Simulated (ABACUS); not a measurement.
Crystal: Pt.

```
Pt
1.0
     0.00000    1.96090    1.96090
     1.96090    0.00000    1.96090
     1.96090    1.96090    0.00000
Pt
1
Cartesian
  0.0000 0.0000 0.0000
```

| Item | Value |
| --- | --- |
| Program | ABACUS 3.10.1 |
| Task | single point |
| Functional | PBEsol |
| Potentials or basis | PseudoDojo NC SR 0.4.1 PBEsol standard |
| Cutoff | 1143 eV |
| Density cutoff | 4572 eV |
| Basis | plane waves |
| k mesh | 12 × 12 × 12 |
| Occupations | fermi-dirac, width 0.05 eV |
| Spin | no spin polarisation |

On this cell: pressure -1.2 GPa; band gap on the k mesh none (metal or under the smearing width).

The same run follows on a disturbed copy (cell strained at random at fixed volume):

```xyz
1
Lattice="-0.0133 1.9358 1.9445 1.9710 0.0030 1.9282 2.0009 1.9493 -0.0268" Properties=species:S:1:pos:R:3 pbc="T T T"
Pt    0.0534   -0.0121    0.0125
```

What does the disturbed cell give?

The energy (extrapolated to zero smearing) moves by +2.3 meV/atom; pressure -1.1 GPa; band gap on the k mesh none (metal or under the smearing width).

Stress tensor (GPa, compression positive):
```
-2.06 -0.59  1.35
-0.59 -0.58  0.59
 1.35  0.59 -0.52
```
